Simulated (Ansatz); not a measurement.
**Si3N4, relaxed**

The start is Si3N4, a database entry, slightly rescaled. Where does it settle when we relax cell and atoms, and what is it like there?

Method: DFT, PBE, no spin polarisation, plane waves, PAW, in Ansatz 0.2.0.

## 1. The system as given

The structure is hexagonal, space group P6_3/m (No. 176). The conventional cell has a = 7.664 Å, b = 7.664 Å, c = 2.929 Å, α = 90.00°, β = 90.00°, γ = 120.00°. Si (site symmetry m) has 4 N at 1.74 to 1.75 Å as nearest neighbours. Around N (site symmetry m) lie 3 Si at 1.75 Å. N (site symmetry -6) has 3 Si at 1.74 Å as nearest neighbours.

Structure file:

```
CELL_PARAMETERS angstrom
3.83192 6.63708 0.00000
-3.83192 6.63708 0.00000
0.00000 0.00000 2.92902
ATOMIC_POSITIONS crystal
Si 0.76848 0.40608 0.25000
Si 0.59392 0.17456 0.75000
Si 0.82544 0.76848 0.25000
Si 0.23152 0.59392 0.75000
Si 0.40608 0.82544 0.25000
Si 0.17456 0.23152 0.75000
N 0.03050 0.29974 0.25000
N 0.70026 0.33024 0.75000
N 0.66976 0.03050 0.25000
N 0.96950 0.70026 0.75000
N 0.29974 0.66976 0.25000
N 0.33024 0.96950 0.75000
N 0.66667 0.66667 0.25000
N 0.33333 0.33333 0.75000
```

It starts from an earlier solution of the starting cell (checkpoint.read).

## 2. Relaxing

The input, input.yaml:

```yaml
crystal:
  lattice:
    - [3.831919, 6.637075, 0.0]
    - [-3.831919, 6.637075, 0.0]
    - [0.0, 0.0, 2.929017]
  atoms:
    - { symbol: Si, position: [0.76848, 0.40608, 0.25] }
    - { symbol: Si, position: [0.59392, 0.17456, 0.75] }
    - { symbol: Si, position: [0.82544, 0.76848, 0.25] }
    - { symbol: Si, position: [0.23152, 0.59392, 0.75] }
    - { symbol: Si, position: [0.40608, 0.82544, 0.25] }
    - { symbol: Si, position: [0.17456, 0.23152, 0.75] }
    - { symbol: "N", position: [0.0305, 0.29974, 0.25] }
    - { symbol: "N", position: [0.70026, 0.33024, 0.75] }
    - { symbol: "N", position: [0.66976, 0.0305, 0.25] }
    - { symbol: "N", position: [0.9695, 0.70026, 0.75] }
    - { symbol: "N", position: [0.29974, 0.66976, 0.25] }
    - { symbol: "N", position: [0.33024, 0.9695, 0.75] }
    - { symbol: "N", position: [0.66666, 0.66667, 0.25] }
    - { symbol: "N", position: [0.33333, 0.33333, 0.75] }
  symmetry: { tolerance: 0.0003 }
kpoints:
  mp_grid: { grid: [6, 6, 6], shift: [0, 0, 0] }
magnetization:
  spin_polarized: false
scf:
  occupations: { method: fermi_dirac }
  lower_state_search: "off"
hamiltonian:
  pseudopotentials: { kind: paw }
  xc: pbe
basis:
  ecutwfc: 420
  fft_grid_basis: typed
relax:
  max_steps: 60
  cell: { p_target: 0.0 }
  f_tol: 0.03
output:
  forces: true
  stress: true
  eigenvalues: true
  bader: true
  populations: true
  elf: true
  write_potential: true
  volumetric_format: npy
  dos:
    e_range: [-12, 8]
    de: 0.05
    projected: { site_lists: { "N": ["N"], Si: [Si] } }
checkpoint:
  read: saved_state
```

The run is started by

```bash
ansatz run input.yaml --threads 2 --pin off --max-ram 2560MiB --backend cpu --events-out ev --progress --plain --runs-dir out
```

The log of the run, shortened:

```text
Warning: the atoms were moved onto the symmetric positions of the space group found under crystal.symmetry.tolerance 3.0e-4 (fractional; no operation is sought that the atoms, as they stand in a round, miss by more than twice it, and no atom is moved by as much as it), and the run uses [...]
Warning: checkpoint.read: basis.xc_grid differs: saved 1, current 2 (points along each axis for each point of the dense box; where the key is left out runs that use forces, runs that use the stress, dielectric runs by a finite field, finite-displacement phonons, runs of [...]
Warning: RAYON_NUM_THREADS=2 ignored (pool sized by the plan → 2); use --threads N
[...]
Pseudopotentials: kind: paw
Pseudopotential: Si, paw, valence charge 4, recommended cutoff 420 eV (normal), Si.paw.azcp
Pseudopotential: N, paw, valence charge 5, recommended cutoff 420 eV (normal), N.paw.azcp
Functional definition: PBE
[...]
Crystal: 14 atoms, lattice volume = 148.986 Å³
Basis set: ecut = 420 eV, 2907 PW (Γ), exchange–correlation on 108×108×40 points (8 copies of the dense FFT grid, shifted against one another)
Bands: 46, of which v1, the nominal top of the filled ones, is band 32 counted from 1 (31 counted from 0)
Symmetry: 12 space group operations
Space group: P63/m (ITA 176), of the structure as read, at distance tolerance 1.6e-3 Å
k-points: 32 of 216
[...]
SCF iter   1: F=—  HF=-6901.806261 eV  |F-HF|=—  |Δ(HF+E_count)|=         —  Δρ=4.37e-4  dr2=1.81e-4  ethr=3.66e-7  ⟨swp⟩=3.3  Hψ=11787  notcnv=0
[...]
relax step   1: F+E_penalty+E_count = -6901.80673208 eV  Δ(F+E_penalty+E_count) = +0.000e0 eV  max|allowed force component| = 3.801e-2 eV/Å  Δτ_max = 0.0000 Å  P = -0.287 GPa  Ω = 148.986 Å³  (5 SCF iters, dr2 threshold 1.00e-7 eV, accepted)
[...]
relax step   2: F+E_penalty+E_count = -6901.80748671 eV  Δ(F+E_penalty+E_count) = -7.546e-4 eV  max|allowed force component| = 1.397e-2 eV/Å  Δτ_max = 0.0026 Å  P = -0.161 GPa  Ω = 148.935 Å³  energy of the carried Pulay correction = +1.448e-4 eV  (4 SCF iters, dr2 threshold 5.57e-7 eV, accepted)
[...]
SCF iter   2: F=—  HF=-6901.807968 eV  |F-HF|=—  |Δ(HF+E_count)|=   2.18e-5  Δρ=1.20e-4  dr2=1.78e-5  ethr=1.71e-7  ⟨swp⟩=2.9  Hψ=2528  notcnv=0
```

## 3. More of the same log

The log, continued:

```text
SCF iter   3: F=—  HF=-6901.807860 eV  |F-HF|=—  |Δ(HF+E_count)|=   1.09e-4  Δρ=3.61e-5  dr2=1.53e-6  ethr=2.78e-8  ⟨swp⟩=2.7  Hψ=2308  notcnv=0
SCF iter   4: F=—  HF=-6901.807860 eV  |F-HF|=—  |Δ(HF+E_count)|=   4.70e-8  Δρ=7.81e-6  dr2=1.14e-7  ethr=2.39e-9  ⟨swp⟩=2.8  Hψ=2515  notcnv=0
SCF iter   5: F=-6901.807860 eV  HF=-6901.807860 eV  |F-HF|=4.61e-9  |Δ(HF+E_count)|=   5.59e-8  Δρ=3.66e-6  dr2=2.17e-8  ethr=1.05e-10  ⟨swp⟩=10.8  Hψ=9264  notcnv=0
SCF 3 converged in 5 iterations: F = -6901.807860 eV  dr2 = 2.17e-8
relax step   3: F+E_penalty+E_count = -6901.80785977 eV  Δ(F+E_penalty+E_count) = -3.731e-4 eV  max|allowed force component| = 4.318e-3 eV/Å  Δτ_max = 0.0013 Å  P = +0.010 GPa  Ω = 148.842 Å³  energy of the carried Pulay correction = +4.106e-4 eV  (5 SCF iters, dr2 threshold 6.74e-8 eV, accepted)
Initial wavefunctions: pseudopotential atomic-orbital guess (no wavefunctions were taken with the density)
iter 1 solved again at ethr=1.10e-7 eV; its pass at ethr=3.10e-3 eV (dr2=7.06e-5 eV) is discarded
SCF iter   1: F=—  HF=-6901.807483 eV  |F-HF|=—  |Δ(HF+E_count)|=         —  Δρ=9.42e-6  dr2=4.06e-8  ethr=1.10e-7  ⟨swp⟩=4.1  Hψ=12092  notcnv=0
preconditioner: auto → Resta (q_TF=auto, 2.370 Å⁻¹)  ε∞=4.0  [insulator: Δε(μ)=4.252 eV  Ē_g=14.151 eV  σ=0.100 eV  W_gap=1.00  n_scr=32 (ndim 8)  ℏωp=24.3 eV  f_vac=0.037  D(μ)=0.00/eV (n_scr^D=0)  ε∞_Penn≈4.0]
SCF iter   2: F=—  HF=-6901.807384 eV  |F-HF|=—  |Δ(HF+E_count)|=   9.94e-5  Δρ=4.28e-6  dr2=8.42e-9  ethr=6.35e-11  ⟨swp⟩=3.2  Hψ=3374  notcnv=0
SCF iter   3: F=—  HF=-6901.807384 eV  |F-HF|=—  |Δ(HF+E_count)|=   1.01e-8  Δρ=2.18e-6  dr2=3.28e-9  ethr=1.32e-11  ⟨swp⟩=2.5  Hψ=2283  notcnv=0
SCF iter   4: F=—  HF=-6901.807384 eV  |F-HF|=—  |Δ(HF+E_count)|=   5.21e-9  Δρ=4.78e-7  dr2=4.41e-10  ethr=5.12e-12  ⟨swp⟩=2.2  Hψ=2338  notcnv=0
SCF iter   5: F=-6901.807384 eV  HF=-6901.807384 eV  |F-HF|=1.25e-10  |Δ(HF+E_count)|=  2.87e-10  Δρ=2.28e-7  dr2=7.68e-11  ethr=1.00e-12  ⟨swp⟩=10.9  Hψ=7870  notcnv=0
SCF 4 converged in 5 iterations: F = -6901.807384 eV  dr2 = 7.68e-11
relax step   4: F+E_penalty+E_count = -6901.80738398 eV  Δ(F+E_penalty+E_count) = +4.758e-4 eV  max|allowed force component| = 4.300e-3 eV/Å  Δτ_max = 0.0000 Å  P = +0.005 GPa  Ω = 148.842 Å³  stress off target by 7.59e-3 GPa  SCF on the basis re-selected at this cell (its energy is not comparable with the rows above)  (5 SCF iters)
basis re-selected at this cell: Δ(F+E_penalty+E_count) = +4.758e-4 eV, ΔP = -0.005 GPa vs the last step (what re-selecting the basis moved, of the pressure what is left beyond the Pulay correction that the steps carried, after the strain that the cell walked since its last selection, with what the two solves' SCF thresholds leave and, on support functions, any second-order correction that the steps lacked; it is no measure of the basis error at this ecutwfc). This SCF's stress stands 7.59e-3 GPa from its target on what of the cell is left free (relax.cell.stress_tol is 5.00e-2 GPa) and its largest allowed force component is 4.30e-3 eV/Å (relax.f_tol is 3.00e-2 eV/Å): within both
SCF converged after 5 iterations
Free energy (F): -6901.807384 eV
Harris-Foulkes:  -6901.807384 eV  (|F-HF|=1.25e-10)
Internal energy: -6901.807384 eV  (E = F + TS)
E sigma→0 (E₀):  -6901.807384 eV
Fermi energy:    10.175166 eV
--- Per-component energies (eV) ---
  E_band       = 50.717448
  E_kinetic    = 1346.432566
  E_local      = -2166.666866  (includes V_loc(G=0)·N_el)
  E_nonlocal   = 508.091701
  E_hartree    = 723.170243
  E_xc         = -825.421721
  E_vxc        = -910.063174  (∫ρ·V_xc dr)
  E_paw        = -4099.827939  (= ΣΔE_a)
  E_vpaw       = -173.417895  (= ΣTr[D̂ρ^β])
  E_aug_tail   = 0.000832  (compensation charges beyond the density's cutoff)
  E_ewald      = -2387.586199
  E_smearing   = -0.000000  (= −TS)
  E_closure    = -0.000000  (closes the sum)
  Σ components = -6901.807384   (vs F -6901.807384, Δ=0.00e0)
--- Forces (eV/Å), atoms counted from 1 ---
  atom   1  Si     0.00298723     0.00324025    -0.00000000
  atom   2  Si    -0.00131252     0.00420714    -0.00000000
  atom   3  Si    -0.00429976     0.00096689     0.00000000
  atom   4  Si    -0.00298723    -0.00324025     0.00000000
  atom   5  Si     0.00131252    -0.00420714     0.00000000
  atom   6  Si     0.00429976    -0.00096689    -0.00000000
  atom   7  N     -0.00313616    -0.00118475    -0.00000000
  atom   8  N     -0.00054206    -0.00330837     0.00000000
  atom   9  N      0.00259410    -0.00212362     0.00000000
  atom  10  N      0.00313616     0.00118475     0.00000000
  atom  11  N      0.00054206     0.00330837    -0.00000000
  atom  12  N     -0.00259410     0.00212362    -0.00000000
  atom  13  N      0.00000000    -0.00000000     0.00000000
  atom  14  N     -0.00000000     0.00000000    -0.00000000
  max |Σ_I F_I| component: 5.64e-18 eV/Å
--- Stress (GPa, compression-positive) ---
        0.003333       0.000000      -0.000000
       -0.000000       0.003333       0.000000
       -0.000000       0.000000       0.007592
  P = ⅓ Tr σ = 0.0048 GPa (0.048 kbar)
--- Band table (eV; the first three rows and the last of 32) ---
  k-point 0: bands = ["-10.0378", "-8.6184", "-8.6184", "-7.9897", "-7.8487", "-7.8487", "-6.6375", "-6.3379", "-0.0090", "-0.0090", "0.0723", "0.7464", "0.7464", "2.2810", "2.2810", "3.1607", "3.5008", "4.0206", "4.0206", "4.1704", "4.1704", "4.7370", "4.7370", "4.7833", "5.2608", "6.5047", "6.5047", "6.7642", "6.7642", "7.5752", "7.6300", "7.8312", "12.2819", "12.5976", "12.8061", "12.8061", "13.0990", "13.0990", "13.8660", "15.3281", "15.8491", "15.8491", "16.6106", "17.4086", "17.4086", "17.6529"]
  k-point 1: bands = ["-9.7132", "-8.3279", "-8.3279", "-7.7686", "-7.6026", "-7.6026", "-6.5171", "-6.3030", "-0.0111", "-0.0111", "0.2813", "0.7549", "0.7549", "2.2899", "2.3617", "2.3617", "3.0840", "3.1600", "3.1600", "3.2850", "3.2850", "4.2652", "4.5082", "4.6445", "4.6445", "6.4364", "6.4364", "6.6103", "6.7904", "6.7904", "6.9046", "8.0302", "13.6315", "13.8667", "13.8667", "14.1144", "14.1601", "14.1601", "14.3873", "15.4054", "15.5028", "15.5028", "16.4494", "16.4494", "16.7865", "17.1343"]
  k-point 2: bands = ["-8.8146", "-7.5783", "-7.5783", "-7.2953", "-7.0499", "-7.0499", "-6.4072", "-6.3101", "-0.6804", "-0.6804", "-0.1033", "-0.1033", "0.6438", "0.9120", "1.8181", "2.3880", "2.3880", "2.5497", "2.5497", "2.7266", "3.1518", "3.1518", "4.3905", "4.3905", "4.7182", "5.2637", "6.2053", "6.3601", "6.3601", "6.6225", "6.6225", "7.7105", "13.0067", "13.0067", "13.9075", "13.9075", "14.9408", "15.2487", "15.4578", "15.7475", "15.7475", "15.7592", "15.7592", "16.0997", "16.7222", "16.7222"]
  k-point 31: bands = ["-7.5702", "-7.5702", "-6.9932", "-6.9932", "-6.9729", "-6.9729", "-6.3351", "-6.3351", "-1.0371", "-1.0371", "-0.4268", "-0.4268", "-0.1776", "-0.1776", "1.6104", "1.6104", "1.9138", "1.9138", "3.2415", "3.2415", "3.5002", "3.5002", "3.7086", "3.7086", "5.3207", "5.3207", "6.1728", "6.1728", "6.6563", "6.6563", "6.9427", "6.9427", "12.9415", "12.9415", "13.8121", "13.8121", "14.0518", "14.0518", "14.3743", "14.3743", "14.5407", "14.5407", "15.5830", "15.5830", "16.9292", "16.9292"]
--- Relaxed structure (3 steps of the walk, 3 accepted, 1 SCFs on fresh bases) ---
  F+E_penalty+E_count = -6901.80738398 eV   max|allowed force component| = 4.300e-3 eV/Å   (the final SCF, on the basis selected at the relaxed cell)
  cell:  # Å, volume = 148.8423 Å³
    - [3.8316217724215966, 6.636563585221318, 1.2563841957001288e-19]
    - [-3.8316217724215966, 6.636563585221318, -1.2563841957001466e-19]
    - [9.603469201447184e-20, -3.901684639719887e-34, 2.9266484322017314]
  atoms:
    - { symbol: Si, position: [0.7688680180633912, 0.40609888721115384, 0.25] }
    - { symbol: Si, position: [0.5939011127888459, 0.17496690527454514, 0.7500000000000001] }
    - { symbol: Si, position: [0.8250330947254545, 0.7688680180633911, 0.25] }
    - { symbol: Si, position: [0.23113198193660878, 0.593901112788846, 0.7500000000000001] }
    - { symbol: Si, position: [0.40609888721115384, 0.8250330947254546, 0.25] }
    - { symbol: Si, position: [0.17496690527454528, 0.2311319819366089, 0.7500000000000001] }
    - { symbol: N, position: [0.03082671966638048, 0.2991615943816811, 0.25] }
    - { symbol: N, position: [0.700838405618319, 0.32998831404806145, 0.7500000000000001] }
    - { symbol: N, position: [0.6700116859519387, 0.030826719666380453, 0.25] }
    - { symbol: N, position: [0.9691732803336195, 0.7008384056183188, 0.7500000000000001] }
    - { symbol: N, position: [0.299161594381681, 0.6700116859519385, 0.25] }
    - { symbol: N, position: [0.3299883140480616, 0.9691732803336198, 0.7500000000000001] }
    - { symbol: N, position: [0.6666666666666666, 0.6666666666666664, 0.25] }
    - { symbol: N, position: [0.3333333333333333, 0.3333333333333333, 0.7500000000000001] }
--- Löwdin populations: 14 sites ---
  site symbol       q [e]
     0     Si      2.5639
     1     Si      2.5639
     2     Si      2.5639
     3     Si      2.5639
     4     Si      2.5639
     5     Si      2.5639
     6      N      5.9622
     7      N      5.9622
     8      N      5.9622
     9      N      5.9622
    10      N      5.9622
    11      N      5.9622
    12      N      5.9708
    13      N      5.9708
  spilling = 0.014093 (of n_electrons = 64.000000)
--- Bader charges: 14 sites ---
  site symbol  charge [e]  shift [e]
     0     Si      3.1175     0.0118
     1     Si      3.1175     0.0118
     2     Si      3.1175     0.0118
     3     Si      3.1175     0.0118
     4     Si      3.1175     0.0118
     5     Si      3.1176     0.0118
     6      N     -2.3387     0.0088
     7      N     -2.3387     0.0088
     8      N     -2.3387     0.0088
     9      N     -2.3386     0.0088
    10      N     -2.3386     0.0088
    11      N     -2.3387     0.0088
    12      N     -2.3366     0.0090
    13      N     -2.3366     0.0090
  estimated error of the sums over rays = 5.4e-4 e
```

It took 2.7 min on 2 threads of Arm Neoverse N1, shared host; peak memory 0.52 GiB.

Step by step:

```
step  energy from step 1 (eV/cell)  largest force component (eV/Å)  pressure (GPa)  volume (Å³)
   1                        0.0000                          0.0380           -0.29       148.99
   2                       -0.0008                          0.0140           -0.16       148.94
   3                       -0.0011                          0.0043            0.01       148.84
   4                       -0.0007                          0.0043            0.00       148.84
```

Step 1 is the start. Step 4 repeats the geometry before on a plane-wave basis chosen anew for that cell, so the energy can jump there without any move; the table keeps such jumps.

| input's cell | before | after | change |
| --- | --- | --- | --- |
| a (Å) | 7.664 | 7.663 | -0.0 % |
| b (Å) | 7.664 | 7.663 | -0.0 % |
| c (Å) | 2.929 | 2.927 | -0.1 % |
| volume (Å³/atom) | 10.64 | 10.63 | -0.1 % |

## 4. Density of states

Counts of states in windows (eV from the Fermi level; tetrahedra), total and projected:

```
from    to  total   N s   N p  Si s  Si p
-6.5  -6.0   3.17  0.06  2.43  0.04  0.59
-6.0  -5.5   2.42  0.04  1.94  0.02  0.37
-5.5  -5.0   2.72  0.06  2.29  0.01  0.31
-5.0  -4.5   2.03  0.06  1.75  0.01  0.15
-4.5  -4.0   1.73  0.06  1.49  0.01  0.11
-4.0  -3.5   4.44  0.07  4.04  0.02  0.16
-3.5  -3.0   3.80  0.05  3.50  0.01  0.14
-3.0  -2.5   1.86  0.01  1.75  0.00  0.06
-2.5  -2.0   0.71  0.00  0.68  0.00  0.02
-2.0  -1.5   0.00  0.00  0.00  0.00  0.00
-1.5  -1.0   0.00  0.00  0.00  0.00  0.00
-1.0  -0.5   0.00  0.00  0.00  0.00  0.00
-0.5   0.0   0.00  0.00  0.00  0.00  0.00
 0.0   0.5   0.00  0.00  0.00  0.00  0.00
 0.5   1.0   0.00  0.00  0.00  0.00  0.00
 1.0   1.5   0.00  0.00  0.00  0.00  0.00
 1.5   2.0   0.00  0.00  0.00  0.00  0.00
 2.0   2.5   0.09  0.01  0.00  0.02  0.04
 2.5   3.0   2.42  0.43  0.13  0.28  1.12
 3.0   3.5   2.96  0.46  0.24  0.31  1.43
 3.5   4.0   3.55  0.52  0.39  0.33  1.69
 4.0   4.5   3.05  0.48  0.31  0.26  1.46
```

On the mesh the valence top lies at -2.15 eV and the conduction bottom at 2.11 eV on this scale.

## 5. Atomic charges

By element, from the tables in the log (a charge is positive for electrons lost): Löwdin charges also hold the electrons that the projection spills.

```
element  atoms  Bader charge (e)  Bader volume (Å³)  Löwdin charge (e)
     Si      6             +3.12                3.5              +1.44
      N      8             -2.34       14.6 to 16.4     -0.97 to -0.96
```

Löwdin charges rest on a small set of atomic orbitals that misses 1.4 % of the electrons, so they need not add up to the cell's charge and can differ from Bader's even in sign.

## 6. Real-space fields

Maps in the plane spanned by a and b at height 0.750 along c (axes of the input's cell), one cell: a runs left to right (23 points from zero), b bottom to top (23 points), 60° apart. Inside the augmentation spheres the fields are the smooth ones.

Valence density. Ten steps from '0' (0.01 e/Å³) to '9' (3.73 e/Å³), finer at the low end (step k begins (100^(k/10) - 1)/99 of the way up):
```
00013589996421222221100
00001368997521112222211
21001246776531111233433
42111123555432111235665
65322222333322212235788
97543332222222222235799
98654443221122222224699
99764344321111222223579
87764234432111222222356
55554323432111222211124
33445554432222332221112
22234666532234554321111
22234678653235676532112
33335689864345899753222
34445689986445799975322
34434689997655799986322
34432567888654678986422
23432356666653466765321
12344445445542245554311
01245665433343334432210
00135677542234444321100
00125789753223444321000
00024699985322333321000
```

ELF. Ten even steps from '0' (0.00) to '9' (0.90):
```
00015893079610000000000
00001688578720000000111
31000157888620000012565
74100003566410000025788
97411000123100000036889
89732210000000000016853
29961121000000000004870
58981012100000000001687
99982411210000000000279
88762120210000000000026
34323442110012210000001
00013899620036764100000
00014799951048988630000
11125776874138977862000
12216981177327950585100
12102996169836982387200
12112499789942899898500
02104147779941289998610
01211223345622416777510
00136886211210101344310
00147999730012111211100
00147998984001222210000
00037982598300111100000
```

Atoms within 0.2 Å of the plane, in fractions of a and b: Si at (0.59, 0.17), Si at (0.23, 0.59), Si at (0.17, 0.23), N at (0.70, 0.33), N at (0.97, 0.70), N at (0.33, 0.97), N at (0.33, 0.33).

At the density minimum on some short contacts:

```
contact  length (Å)  minimum at (fraction)  density (e/Å³)  ELF
Si1–N13       1.743             none clear               –    –
```

## 7. Summary of results

| quantity | value |
| --- | --- |
| moves | 2 |
| energy gained | 0.1 meV/atom |
| largest move | 0.00 Å |
| space group (0.01 Å), before / after | P6_3/m / P6_3/m |
| cell | a = 7.663 Å, b = 7.663 Å, c = 2.927 Å, α = 90.00°, β = 90.00°, γ = 60.00° |
| volume | 10.63 Å³/atom (-0.1 %) |
| pressure at the end | 0.00 GPa |
| formation energy (elements from separate runs) | -1.06 eV/atom |
| gap (mesh) | 4.25 eV, indirect |
| least direct gap | 4.45 eV |
| Bader charges | Si +3.12, N -2.34 e |

The volume shrank by 0.1 %, and the atoms end where they began within the cell. The run held to 12 symmetry operations, so a lower structure without them is not ruled out. It is gapped: 4.25 eV, with the least direct gap at 4.45 eV; within 0.7 eV of the edges the states project mainly on N p (95 %) below and Si p (46 %), N s (18 %) and Si s (13 %) above. Gaps from semilocal functionals tend to lie below the measured ones. By Bader's partition Si gives up most (+3.12 e) and N takes most (-2.34 e). Set against separate runs on the elements (Si diamond, N2 molecule), it forms at -1.06 eV per atom, a bound cell by that test.
